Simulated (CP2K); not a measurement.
# Pb (Fd-3m) in CP2K: reference runs

Reference runs on Pb: the cell as given and a disturbed copy.

Everything below comes from runs of CP2K 2026.2. Logs are shortened: lines on timing, memory, paths and dates and some standing lists are left out, and cuts for length are marked.

## Step 1: The crystal as given

Symmetry: Fd-3m, No. 227, cubic system. Conventional cell: a = 6.878 Å, b = 6.878 Å, c = 6.878 Å, α = 90.00°, β = 90.00°, γ = 90.00°. Pb (site symmetry -43m) is surrounded by 4 Pb at 2.98 Å.

This isn't the form of Pb at room conditions, which is fcc.

## Step 2: Single point, PBEsol

Contents of pb_scf.inp:

```
&GLOBAL
  PROJECT pb_scf
  RUN_TYPE ENERGY_FORCE
  PRINT_LEVEL LOW
&END GLOBAL
&FORCE_EVAL
  METHOD QS
  STRESS_TENSOR ANALYTICAL
  &DFT
    BASIS_SET_FILE_NAME BASIS_MOLOPT_UZH
    POTENTIAL_FILE_NAME POTENTIAL_UZH
    &MGRID
      CUTOFF 450
      REL_CUTOFF 60
      NGRIDS 5
    &END MGRID
    &QS
      METHOD GPW
      EPS_DEFAULT 1.0E-10
    &END QS
    &KPOINTS
      SCHEME MONKHORST-PACK 7 7 7
      GAMMA_CENTERED T
      SYMMETRY T
      SYMMETRY_BACKEND SPGLIB
    &END KPOINTS
    &SCF
      SCF_GUESS ATOMIC
      EPS_SCF 1.0E-6
      MAX_SCF 100
      ADDED_MOS 10
      CHOLESKY OFF
      EPS_EIGVAL 1.0E-7
      &DIAGONALIZATION ON
        ALGORITHM STANDARD
      &END DIAGONALIZATION
      &MIXING ON
        METHOD BROYDEN_MIXING
        ALPHA 0.4
        BETA 1.5
        NBUFFER 8
      &END MIXING
      &SMEAR ON
        METHOD FERMI_DIRAC
        ELECTRONIC_TEMPERATURE 580.23
      &END SMEAR
    &END SCF
    &XC
      &XC_FUNCTIONAL
        &GGA_X_PBE_SOL
        &END GGA_X_PBE_SOL
        &GGA_C_PBE_SOL
        &END GGA_C_PBE_SOL
      &END XC_FUNCTIONAL
    &END XC
    &PRINT
      &KPOINTS ON
      &END KPOINTS
      &MULLIKEN ON
      &END MULLIKEN
      &MO ON
        ENERGIES T
        OCCUPATION_NUMBERS T
        &EACH
          QS_SCF 0
        &END EACH
        ADD_LAST NUMERIC
      &END MO
      &LOWDIN ON
      &END LOWDIN
      &HIRSHFELD ON
        SHAPE_FUNCTION DENSITY
      &END HIRSHFELD
    &END PRINT
  &END DFT
  &SUBSYS
    &CELL
      ABC 4.8634805195 4.8634805195 4.8634805195
      ALPHA_BETA_GAMMA 60.0000000001 60.0000000007 60.0000000005
      PERIODIC XYZ
    &END CELL
    &COORD
      SCALED
      Pb  0.2500000000 0.2500000000 0.2500000000
      Pb  0.0000000000 0.0000000000 0.0000000000
    &END COORD
    &KIND Pb
      BASIS_SET TZVP-MOLOPT-PBE-GTH-q4
      POTENTIAL GTH-PBE-q4
    &END KIND
    &PRINT
      &ATOMIC_COORDINATES ON
      &END ATOMIC_COORDINATES
      &CELL ON
      &END CELL
    &END PRINT
  &END SUBSYS
  &PRINT
    &FORCES ON
    &END FORCES
    &STRESS_TENSOR ON
    &END STRESS_TENSOR
  &END PRINT
&END FORCE_EVAL
```

Potentials or basis: POTENTIAL_UZH Pb GTH-PBE-q4; TZVP-MOLOPT-PBE-GTH basis.

On the command line:

```console
OMP_NUM_THREADS=1 cp2k.psmp -i pb_scf.inp -o pb_scf.out
```

pb_scf.out:

```text

 CP2K| version string:                                       CP2K version 2026.2
 CP2K| Input file name                                                pb_scf.inp

 GLOBAL| Force Environment number                                              1
 GLOBAL| Basis set file name                                    BASIS_MOLOPT_UZH
 GLOBAL| Potential file name                                       POTENTIAL_UZH
 GLOBAL| MM Potential file name                                     MM_POTENTIAL
 GLOBAL| Coordinate file name                                      __STD_INPUT__
 GLOBAL| Method name                                                        CP2K
 GLOBAL| Project name                                                     pb_scf
 GLOBAL| Run type                                                   ENERGY_FORCE
 GLOBAL| FFT library                                                       FFTW3
 GLOBAL| Diagonalization library                                       ScaLAPACK
 GLOBAL| Cholesky decomposition library                                ScaLAPACK
 GLOBAL| DGEMM library                                                      BLAS
 GLOBAL| Direct generalized diagonalization requested                          F
 GLOBAL| Matrix multiplication library                                 ScaLAPACK
 GLOBAL| Global print level                                                  LOW
 GLOBAL| Total number of message passing processes                             1
 GLOBAL| Number of threads for this process                                    1
 GLOBAL| CPU model name                                                  UNKNOWN

 CELL| Volume [angstrom^3]:                                            81.344191
 CELL| Vector a [angstrom]:       4.863     0.000     0.000   |a| =     4.863481
 CELL| Vector b [angstrom]:       2.432     4.212     0.000   |b| =     4.863481
 CELL| Vector c [angstrom]:       2.432     1.404     3.971   |c| =     4.863481
 CELL| Angle (b,c), alpha [degree]:                                    60.000000
 CELL| Angle (a,c), beta  [degree]:                                    60.000000
 CELL| Angle (a,b), gamma [degree]:                                    60.000000
 CELL| Numerically orthorhombic:                                              NO
 CELL| Periodicity                                                           XYZ

 CELL_REF| Volume [angstrom^3]:                                        81.344191
 CELL_REF| Vector a [angstrom     4.863     0.000     0.000   |a| =     4.863481
 CELL_REF| Vector b [angstrom     2.432     4.212     0.000   |b| =     4.863481
 CELL_REF| Vector c [angstrom     2.432     1.404     3.971   |c| =     4.863481
 CELL_REF| Angle (b,c), alpha [degree]:                                60.000000
 CELL_REF| Angle (a,c), beta  [degree]:                                60.000000
 CELL_REF| Angle (a,b), gamma [degree]:                                60.000000
 CELL_REF| Numerically orthorhombic:                                          NO
 CELL_REF| Periodicity                                                       XYZ

[... 8 lines left out ...]
 TOTAL NUMBERS AND MAXIMUM NUMBERS

  Total number of            - Atomic kinds:                                   1
[... 125 lines left out ...]
 MO|      4               0.059720               1.625056               1.999999
 MO|      5               0.059720               1.625057               1.999999
 MO|      6               0.218207               5.937718               0.000000
 MO|      7               0.218207               5.937719               0.000000
 MO|      8               0.330726               8.999519               0.000000
 MO|      9               0.348964               9.495791               0.000000
 MO|     10               0.436318              11.872804               0.000000
 MO|     11               0.436318              11.872808               0.000000
 MO|     12               0.440484              11.986185               0.000000
 MO|     13               0.548682              14.930384               0.000000
[... 253 lines left out ...]
 MO|      3               0.067738               1.843242               1.999955
 MO|      4               0.070708               1.924060               1.999773
 MO|      5               0.070708               1.924061               1.999773
 MO|      6               0.214435               5.835079               0.000000
 MO|      7               0.214435               5.835080               0.000000
 MO|      8               0.257224               6.999434               0.000000
 MO|      9               0.356387               9.697772               0.000000
 MO|     10               0.379420              10.324543               0.000000
 MO|     11               0.379420              10.324546               0.000000
 MO|     12               0.453347              12.336210               0.000000
 MO|     13               0.603023              16.409087               0.000000
 MO|     14               0.655630              17.840598               0.000000
 MO| Sum:                                                               9.999501
 MO| E(Fermi):            0.087400 a.u.          2.378266 eV

 [... the levels of further k-points ...]

 !-----------------------------------------------------------------------------!
                     Mulliken Population Analysis

 #  Atom  Element  Kind  Atomic population                           Net charge
       1     Pb       1          4.000000                              0.000000
       2     Pb       1          4.000000                              0.000000
 # Total charge                              8.000000                  0.000000

 !-----------------------------------------------------------------------------!

 !-----------------------------------------------------------------------------!
                           Hirshfeld Charges

  #Atom  Element  Kind  Ref Charge     Population                    Net charge
      1       Pb     1       4.000          4.000                        -0.000
      2       Pb     1       4.000          4.000                        -0.000

  Total Charge                                                           -0.000
 !-----------------------------------------------------------------------------!

 LOWDIN POPULATION ANALYSIS

 #  Atom  Element  Kind  Atomic population                           Net charge
       1     Pb       1          4.000000                             -0.000000
       2     Pb       1          4.000000                             -0.000000
 # Total charge                              8.000000                 -0.000000

 ENERGY| Total FORCE_EVAL ( QS ) energy [hartree]             -7.037426999202662

 FORCES| Atomic forces [hartree/bohr]
 FORCES|   Atom     x               y               z               |f|
 FORCES|      1 -1.55867559E-11 -1.60263886E-09  3.61150860E-11   1.60312150E-09
 FORCES|      2  1.55792335E-11  1.60264070E-09 -3.61162966E-11   1.60312330E-09
 FORCES| Sum    -7.52239579E-15  1.84021203E-15 -1.21063127E-15
 FORCES| Total atomic force                                       7.83826810E-15

 STRESS| Analytical stress tensor [bar]
 STRESS|                        x                   y                   z
 STRESS|      x        2.06482978337E+04   1.49768591236E-02   1.22886185194E-02
 STRESS|      y        1.49768591236E-02   2.06482779577E+04   4.90918784396E-03
 STRESS|      z        1.22886185194E-02   4.90918784396E-03   2.06482736179E+04
 STRESS| 1/3 Trace                                             2.06482831364E+04
 STRESS| Determinant                                           8.80342847978E+12

 STRESS| Eigenvectors and eigenvalues of the analytical stress tensor [bar]
 STRESS|                        1                   2                   3
 STRESS| Eigenvalues   2.06482679444E+04   2.06482709073E+04   2.06483105575E+04
 STRESS|      x          -0.508987679712     -0.206092652351      0.835737614654
 STRESS|      y           0.383474205455      0.814951349820      0.434513326812
 STRESS|      z           0.770635501162     -0.541645747767      0.335768980513
```

It took 8.7 s on 1 thread of Arm Neoverse V2, shared host; peak memory 0.32 GiB.

Results:

```yaml
Free_energy: -191.4981 eV
Pressure: 2.1 GPa
Band_gap_on_the_k_mesh: none (metal or under the smearing width)
```

Caveat: the potentials were made for another functional, which shifts forces and pressure; the basis of atomic orbitals isn't converged, which shifts pressures, moduli and gaps.

## Step 3: Single point, PBEsol (atoms moved at random, drawn with an rms of 0.05 Å)

Changes to pb_scf.inp since step 2:

```diff
@@ -14,3 +14,3 @@
       REL_CUTOFF 60
-      NGRIDS 5
+      NGRIDS 4
     &END MGRID
@@ -73,2 +73,11 @@
       &END HIRSHFELD
+      &E_DENSITY_CUBE ON
+        STRIDE 1
+      &END E_DENSITY_CUBE
+      &V_HARTREE_CUBE ON
+        STRIDE 1
+      &END V_HARTREE_CUBE
+      &ELF_CUBE ON
+        STRIDE 1
+      &END ELF_CUBE
     &END PRINT
@@ -83,4 +92,4 @@
       SCALED
-      Pb  0.2500000000 0.2500000000 0.2500000000
-      Pb  0.0000000000 0.0000000000 0.0000000000
+      Pb  0.2423290000 0.2487010000 0.2487110000
+      Pb  0.0096820000 -0.0173760000 0.0178080000
     &END COORD
```

Potentials or basis: POTENTIAL_UZH Pb GTH-PBE-q4; TZVP-MOLOPT-PBE-GTH basis.

On the command line:

```console
OMP_NUM_THREADS=1 cp2k.psmp -i pb_scf.inp -o pb_scf.out
```

pb_scf.out:

```text

 CP2K| version string:                                       CP2K version 2026.2
 CP2K| Input file name                                                pb_scf.inp

 GLOBAL| Force Environment number                                              1
 GLOBAL| Basis set file name                                    BASIS_MOLOPT_UZH
 GLOBAL| Potential file name                                       POTENTIAL_UZH
 GLOBAL| MM Potential file name                                     MM_POTENTIAL
 GLOBAL| Coordinate file name                                      __STD_INPUT__
 GLOBAL| Method name                                                        CP2K
 GLOBAL| Project name                                                     pb_scf
 GLOBAL| Run type                                                   ENERGY_FORCE
 GLOBAL| FFT library                                                       FFTW3
 GLOBAL| Diagonalization library                                       ScaLAPACK
 GLOBAL| Cholesky decomposition library                                ScaLAPACK
 GLOBAL| DGEMM library                                                      BLAS
 GLOBAL| Direct generalized diagonalization requested                          F
 GLOBAL| Matrix multiplication library                                 ScaLAPACK
 GLOBAL| Global print level                                                  LOW
 GLOBAL| Total number of message passing processes                             1
 GLOBAL| Number of threads for this process                                    1
 GLOBAL| CPU model name                                                  UNKNOWN

 CELL| Volume [angstrom^3]:                                            81.344191
 CELL| Vector a [angstrom]:       4.863     0.000     0.000   |a| =     4.863481
 CELL| Vector b [angstrom]:       2.432     4.212     0.000   |b| =     4.863481
 CELL| Vector c [angstrom]:       2.432     1.404     3.971   |c| =     4.863481
 CELL| Angle (b,c), alpha [degree]:                                    60.000000
 CELL| Angle (a,c), beta  [degree]:                                    60.000000
 CELL| Angle (a,b), gamma [degree]:                                    60.000000
 CELL| Numerically orthorhombic:                                              NO
 CELL| Periodicity                                                           XYZ

 CELL_REF| Volume [angstrom^3]:                                        81.344191
 CELL_REF| Vector a [angstrom     4.863     0.000     0.000   |a| =     4.863481
 CELL_REF| Vector b [angstrom     2.432     4.212     0.000   |b| =     4.863481
 CELL_REF| Vector c [angstrom     2.432     1.404     3.971   |c| =     4.863481
 CELL_REF| Angle (b,c), alpha [degree]:                                60.000000
 CELL_REF| Angle (a,c), beta  [degree]:                                60.000000
 CELL_REF| Angle (a,b), gamma [degree]:                                60.000000
 CELL_REF| Numerically orthorhombic:                                          NO
[... 436 lines left out ...]
 MO|     14               0.627580              17.077322               0.000000
 MO| Sum:                                                               8.000000
 MO| E(Fermi):            0.086108 a.u.          2.343107 eV

 [... the levels of further k-points ...]

 The electron density is written in Cube    file format to the file:

 pb_scf-ELECTRON_DENSITY-1_0.cube

 !-----------------------------------------------------------------------------!
                     Mulliken Population Analysis

 #  Atom  Element  Kind  Atomic population                           Net charge
       1     Pb       1          4.000005                             -0.000005
       2     Pb       1          3.999995                              0.000005
 # Total charge                              8.000000                  0.000000

 !-----------------------------------------------------------------------------!

 !-----------------------------------------------------------------------------!
                           Hirshfeld Charges

  #Atom  Element  Kind  Ref Charge     Population                    Net charge
      1       Pb     1       4.000          4.000                        -0.000
      2       Pb     1       4.000          4.000                        -0.000

  Total Charge                                                           -0.000
 !-----------------------------------------------------------------------------!

 LOWDIN POPULATION ANALYSIS

 #  Atom  Element  Kind  Atomic population                           Net charge
       1     Pb       1          4.000000                             -0.000000
       2     Pb       1          4.000000                              0.000000
 # Total charge                              8.000000                  0.000000

               ----- ELF is computed on the real space grid -----

 ELF is written in Cube    file format to the file:

 pb_scf-ELF_S1-1_0.cube

 ENERGY| Total FORCE_EVAL ( QS ) energy [hartree]             -7.035913263385365

 FORCES| Atomic forces [hartree/bohr]
 FORCES|   Atom     x               y               z               |f|
 FORCES|      1  9.99415110E-03 -4.10746890E-03  7.97797054E-03   1.34313950E-02
 FORCES|      2 -9.99386639E-03  4.10753154E-03 -7.97825204E-03   1.34313695E-02
 FORCES| Sum     2.84716515E-07  6.26338798E-08 -2.81505368E-07
 FORCES| Total atomic force                                       4.05255190E-07

 STRESS| Analytical stress tensor [bar]
 STRESS|                        x                   y                   z
 STRESS|      x        2.36154012670E+04   1.28723728474E+04   6.75792357432E+03
 STRESS|      y        1.28723728474E+04   3.45764977659E+04  -2.54681294951E+03
 STRESS|      z        6.75792357432E+03  -2.54681294951E+03   9.02156417177E+03
 STRESS| 1/3 Trace                                             2.24044877349E+04
 STRESS| Determinant                                           3.69622869571E+12

 STRESS| Eigenvectors and eigenvalues of the analytical stress tensor [bar]
 STRESS|                        1                   2                   3
 STRESS| Eigenvalues   4.34633355688E+03   1.97013671543E+04   4.31657624934E+04
 STRESS|      x          -0.475631115176      0.677441290101      0.561113482946
 STRESS|      y           0.272978590006     -0.492721023751      0.826261872624
 STRESS|      z           0.836216318709      0.546167823311      0.049426481813
```

Run time: 16 s. Hardware: 1 thread of Arm Neoverse V2, shared host; peak memory 0.34 GiB.

Results:

```
Free energy            : -191.4569 eV
Pressure               : 2.2 GPa
Largest force          : 0.691 eV/Å
Band gap on the k mesh : none (metal or under the smearing width)
```

Forces on the atoms (eV/Å):
```
Pb   0.514 -0.211  0.410
Pb  -0.514  0.211 -0.410
```

Stress tensor (GPa, compression positive):
```
 2.36  1.29  0.68
 1.29  3.46 -0.25
 0.68 -0.25  0.90
```

Levels at points of the mesh, in eV from the Fermi level:
```csv
k point,band 1,band 2,band 3,band 4,band 5,band 6,band 7,band 8,band 9
"(0.00, 0.00, 0.00)",-11.23,-3.44,0.06,0.47,0.82,2.18,2.49,2.86,5.15
```

Caveat: the potentials were made for another functional, which shifts forces and pressure; the basis of atomic orbitals isn't converged, which shifts pressures, moduli and gaps. The run has no spin-orbit coupling, so splittings on Pb are missing.
